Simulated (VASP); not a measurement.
# HgSe (F-43m) in VASP: single point with PBEsol

Aim: the single point of HgSe with PBEsol.

All numbers are computed with VASP 6.6.1; they aren't measurements. Logs are shortened: lines on timing, memory, paths and dates and some standing lists are left out, and cuts for length are marked.

### 1 The crystal as given

It takes space group F-43m (No. 216, cubic). Conventional cell: a = 6.072 Å, b = 6.072 Å, c = 6.072 Å, α = 90.00°, β = 90.00°, γ = 90.00°. Hg (site symmetry -43m) is surrounded by 4 Se at 2.63 Å. Around Se (site symmetry -43m) lie 4 Hg at 2.63 Å.

### 2 Single point, PBEsol

The input, INCAR:

```
ALGO = Normal
EDIFF = 1E-6
ENCUT = 520
GGA = PS
ISIF = 2
ISMEAR = 0
LASPH = True
LCHARG = True
LELF = True
LREAL = False
LVHAR = True
LWAVE = False
NBANDS = 16
NELM = 80
PREC = Accurate
SIGMA = 0.1
```

The input, KPOINTS:

```
k-points
0
Gamma
  6 6 6
```

The input, POSCAR:

```
HgSe
1.0
    0.0000000000      3.0360000000      3.0360000000
    3.0360000000      0.0000000000      3.0360000000
    3.0360000000      3.0360000000      0.0000000000
Hg Se
1 1
Direct
    0.0000000000      0.0000000000      0.0000000000
    0.7500000000      0.7500000000      0.7500000000
```

Potentials or basis: VASP PAW PBE potentials, release 64 (Hg, Se).

Started as:

```bash
$ cat potpaw_PBE.64/Hg/POTCAR potpaw_PBE.64/Se/POTCAR > POTCAR
$ mpirun -np 1 vasp_std > vasp.out
```

OUTCAR:

```text
EDIFF = 1E-6
   ENCUT = 520
   GGA = PS
   ISIF = 2
   ISMEAR = 0
   LASPH = True
   LREAL = False
   NELM = 80
   PREC = Accurate

 ion  position               nearest neighbor table
   1  0.000  0.000  0.000-   2 2.63   2 2.63   2 2.63   2 2.63
   2  0.750  0.750  0.750-   1 2.63   1 2.63   1 2.63   1 2.63

  LATTYP: Found a face centered cubic cell.
 ALAT       =     6.0720000000

  Lattice vectors:

 A1 = (   0.0000000000,   3.0360000000,   3.0360000000)
 A2 = (   3.0360000000,   0.0000000000,   3.0360000000)
 A3 = (   3.0360000000,   3.0360000000,   0.0000000000)

Analysis of symmetry for initial positions (statically):
=====================================================================
 Subroutine PRICEL returns:
 Original cell was already a primitive cell.

 Routine SETGRP: Setting up the symmetry group for a
 face centered cubic supercell.

 Subroutine GETGRP returns: Found 24 space group operations
 (whereof 24 operations were pure point group operations)
 out of a pool of 48 trial point group operations.

The static configuration has the point symmetry T_d .

Analysis of symmetry for dynamics (positions and initial velocities):
=====================================================================
 Subroutine PRICEL returns:
 Original cell was already a primitive cell.

 Routine SETGRP: Setting up the symmetry group for a
 face centered cubic supercell.

 Subroutine GETGRP returns: Found 24 space group operations
 (whereof 24 operations were pure point group operations)
 out of a pool of 48 trial point group operations.

The dynamic configuration has the point symmetry T_d .

 Subroutine INISYM returns: Found 24 space group operations
 (whereof 24 operations are pure point group operations),
 and found     1 'primitive' translations

----------------------------------------------------------------------------------------

                                     Primitive cell

  volume of cell :      55.9674

  direct lattice vectors                    reciprocal lattice vectors
     0.000000000  3.036000000  3.036000000    -0.164690382  0.164690382  0.164690382
     3.036000000  0.000000000  3.036000000     0.164690382 -0.164690382  0.164690382
     3.036000000  3.036000000  0.000000000     0.164690382  0.164690382 -0.164690382

  length of vectors
     4.293552375  4.293552375  4.293552375     0.285252109  0.285252109  0.285252109

  position of ions in fractional coordinates (direct lattice)
     0.000000000  0.000000000  0.000000000
     0.750000000  0.750000000  0.750000000

  ion indices of the primitive-cell ions
   primitive index   ion index
                 1           1
                 2           2

----------------------------------------------------------------------------------------

 KPOINTS: k-points

Automatic generation of k-mesh.
 Grid dimensions read from file:
 generate k-points for:    6    6    6

 Generating k-lattice:

  Cartesian coordinates                     Fractional coordinates (reciprocal lattice)
    -0.027448397  0.027448397  0.027448397     0.166666667  0.000000000  0.000000000
     0.027448397 -0.027448397  0.027448397     0.000000000  0.166666667  0.000000000
     0.027448397  0.027448397 -0.027448397     0.000000000  0.000000000  0.166666667

  Length of vectors
     0.047542018  0.047542018  0.047542018

  Shift w.r.t. Gamma in fractional coordinates (k-lattice)
     0.000000000  0.000000000  0.000000000

 Subroutine IBZKPT returns following result:
 ===========================================

 Found     16 irreducible k-points:

 Following reciprocal coordinates:
            Coordinates               Weight
  0.000000  0.000000  0.000000      1.000000
  0.166667  0.000000  0.000000      8.000000
  0.333333  0.000000  0.000000      8.000000
  0.500000  0.000000  0.000000      4.000000
  0.166667  0.166667  0.000000      6.000000
  0.333333  0.166667  0.000000     24.000000
[... 8 lines left out ...]
 -0.333333  0.333333  0.166667     24.000000
 -0.333333  0.500000  0.166667     12.000000
   k-points           NKPTS =     16   k-points in BZ     NKDIM =     16   number of bands    NBANDS=     16
   number of dos      NEDOS =    301   number of ions     NIONS =      2
   total plane-waves  NPLWV =  32768
   dimension x,y,z NGX =    32 NGY =   32 NGZ =   32
   dimension x,y,z NGXF=    64 NGYF=   64 NGZF=   64
   ions per type =               1   1
   NGX,Y,Z   is equivalent  to a cutoff of  12.39, 12.39, 12.39 a.u.
   NGXF,Y,Z  is equivalent  to a cutoff of  24.78, 24.78, 24.78 a.u.
 SYSTEM =  unknown system
   PREC   = accura    normal or accurate (medium, high low for compatibility)
   ISTART =      0    job   : 0-new  1-cont  2-samecut
   ICHARG =      2    charge: 1-file 2-atom 10-const
   ISPIN  =      1    spin polarized calculation?
   LNONCOLLINEAR =      F non collinear calculations
   LSORBIT =      F    spin-orbit coupling
   LASPH  =      T    aspherical Exc in radial PAW
   ENCUT  =  520.0 eV  38.22 Ry    6.18 a.u.   7.98  7.98  7.98*2*pi/ulx,y,z
   NELM   =     80;   NELMIN=  2; NELMDL= -5     # of ELM steps
   EDIFF  = 0.1E-05   stopping-criterion for ELM
   LREAL  =      F    real-space projection
   EDIFFG = 0.1E-04   stopping-criterion for IOM
   NSW    =      0    number of steps for IOM
   IBRION =     -1    ionic relax: 0-MD 1-quasi-New 2-CG
   NFREE  =      0    steps in history (QN), initial steepest desc. (CG)
   ISIF   =      2    stress and relaxation
   ISYM   =      2    0-nonsym 1-usesym 2-fastsym
   POTIM  = 0.5000    time-step for ionic-motion
   TEBEG  =    0.0;   TEEND  =   0.0 temperature during run
   PSTRESS=    0.0 pullay stress
   NELECT =      18.0000    total number of electrons
   NUPDOWN=      -1.0000    fix difference up-down
   EMIN   =  10.00;   EMAX   =-10.00  energy-range for DOS
   EFERMI =   0.00;   METHOD = LEGACY
   ISMEAR =     0;   SIGMA  =   0.10  broadening in eV -4-tet -1-fermi 0-gaus
   EFERMI_NEDOS =   21; number of points for ismear=-14 and -15
   IALGO  =     38    algorithm
   IMIX   =      4    mixing-type and parameters
     AMIX     =   0.40;   BMIX     =  1.00
     AMIX_MAG =   1.60;   BMIX_MAG =  1.00
  volume/ion in A,a.u.               =      27.98       188.84
  Fermi-wavevector in a.u.,A,eV,Ry     =   1.121641  2.119594 17.117200  1.258079
  Thomas-Fermi vector in A             =   2.258296
   LORBIT       =      0    0 simple, 1 ext, 2 COOP (PROOUT), +10 PAW based schemes
   GGA     = PS    functional components
   LHFCALC =     F    Hartree Fock is set to
   AEXX    =    0.0000 exact exchange contribution
   IVDW    =     0    specifies the selected vdW correction
   LEPSILON=     F    determine dielectric tensor
   LRPA    =     F    only Hartree local field effects (RPA)
 non-spin polarized calculation
 Gauss-broadening in eV      SIGMA  =   0.10
  energy-cutoff  :      520.00
  volume of cell :       55.97
 maximum number of plane-waves:      1527
   NGX = 15   NGY = 15   NGZ = 15

 number of electron      18.0000004 magnetization

 Free energy of the ion-electron system (eV)
  ---------------------------------------------------
  ext. energy  EPLUGINS =         0.00000000
  ---------------------------------------------------
  free energy    TOTEN  =        -4.78933030 eV

  energy without entropy =       -4.78861576  energy(sigma->0) =       -4.78897303

 E-fermi :   1.6963     XC(G=0):  -9.2784

 val. band max:        1.6658787015   @ k =   0.0000   0.0000   0.0000
 cond. band min:       2.4391807124   @ k =   0.1667   0.0000   0.0000
 fundamental gap:      0.7733020109
 Fermi energy:         1.6963444622

 k-point     1 :       0.0000    0.0000    0.0000
  band No.  band energies     occupation
      1     -11.8657      2.00000
      2      -5.5452      2.00000
      3      -5.5452      2.00000
      4      -5.5452      2.00000
      5      -4.7848      2.00000
      6      -4.7848      2.00000
[... 8 lines left out ...]
     15      12.9488      0.00000
     16      12.9488      0.00000

 k-point     2 :       0.1667    0.0000    0.0000
  band No.  band energies     occupation
      1     -11.7485      2.00000
      2      -5.4929      2.00000
      3      -5.4929      2.00000
      4      -5.4918      2.00000
      5      -4.7877      2.00000
      6      -4.7877      2.00000
[... 8 lines left out ...]
     15      11.8291      0.00000
     16      11.8291      0.00000

 k-point     3 :       0.3333    0.0000    0.0000
  band No.  band energies     occupation
      1     -11.5029      2.00000
      2      -5.4039      2.00000
      3      -5.4039      2.00000
      4      -5.1632      2.00000
      5      -4.7659      2.00000
      6      -4.7659      2.00000
[... 8 lines left out ...]
     15      12.1289      0.00000
     16      12.1289      0.00000

 k-point     4 :       0.5000    0.0000    0.0000
  band No.  band energies     occupation
      1     -11.3744      2.00000
      2      -5.3710      2.00000
      3      -5.3710      2.00000
      4      -4.7365      2.00000
      5      -4.7365      2.00000
      6      -4.4593      2.00000
[... 8 lines left out ...]
     15      13.4318      0.00000
     16      13.4318      0.00000
[... 172 lines left out ...]
 k-point    14 :       0.5000    0.3333    0.1667
  band No.  band energies     occupation
      1     -11.3374      2.00000
      2      -5.3307      2.00000
      3      -5.2645      2.00000
      4      -5.0577      2.00000
      5      -4.7436      2.00000
      6      -4.6623      2.00000
[... 8 lines left out ...]
     15      13.6037      0.00000
     16      14.2867      0.00000

 k-point    15 :      -0.3333    0.3333    0.1667
  band No.  band energies     occupation
      1     -11.2519      2.00000
      2      -5.2843      2.00000
      3      -5.2123      2.00000
      4      -4.8540      2.00000
      5      -4.8029      2.00000
      6      -4.3281      2.00000
[... 8 lines left out ...]
     15      13.2588      0.00000
     16      14.3720      0.00000

 k-point    16 :      -0.3333    0.5000    0.1667
  band No.  band energies     occupation
      1     -11.2097      2.00000
      2      -5.2892      2.00000
      3      -5.1171      2.00000
      4      -4.9649      2.00000
      5      -4.7492      2.00000
      6      -4.2197      2.00000
[... 8 lines left out ...]
     15      14.0745      0.00000
     16      14.1842      0.00000

------------------------ aborting loop because EDIFF is reached ----------------------------------------

  FORCE on cell =-STRESS in cart. coord.  units (eV):
  Direction    XX          YY          ZZ          XY          YZ          ZX
  --------------------------------------------------------------------------------------
  -------------------------------------------------------------------------------------
  Total        0.7165667      0.7165667      0.7165667      0.0000000     -0.0000000     -0.0000000
  in kB       20.5131290     20.5131290     20.5131290      0.0000000     -0.0000000     -0.0000000
  external PRESSURE =      20.5131290 kB  Pullay stress =       0.0000000 kB

 VOLUME and BASIS-vectors are now :
 -----------------------------------------------------------------------------
  energy-cutoff  :      520.00
  volume of cell :       55.97
      direct lattice vectors                 reciprocal lattice vectors
     0.000000000  3.036000000  3.036000000    -0.164690382  0.164690382  0.164690382
     3.036000000  0.000000000  3.036000000     0.164690382 -0.164690382  0.164690382
     3.036000000  3.036000000  0.000000000     0.164690382  0.164690382 -0.164690382

 POSITION                                       TOTAL-FORCE (eV/Angst)
 -----------------------------------------------------------------------------------
      0.00000      0.00000      0.00000        -0.000000     -0.000000     -0.000000
      4.55400      4.55400      4.55400         0.000000      0.000000      0.000000
 -----------------------------------------------------------------------------------
    total drift:                                0.000000      0.000000      0.000000

  FREE ENERGIE OF THE ION-ELECTRON SYSTEM (eV)
  ---------------------------------------------------
  free  energy   TOTEN  =        -4.7893303030 eV

  energy  without entropy=       -4.7886157623  energy(sigma->0) =       -4.78897303
```

It took 12 s on 1 thread of Intel Xeon Platinum 8259CL at 2.50GHz (Skylake/Cascade Lake), shared host; peak memory 0.18 GiB.

Results:

| Quantity | Value |
| --- | --- |
| Free energy | -4.7893 eV |
| Pressure | 2.1 GPa |
| Band gap on the k mesh | none (metal or under the smearing width) |

Caveat: the PAW data sets were made with another functional, which shifts forces and pressure a little. Spin-orbit coupling is left out, which matters for the levels of Hg.
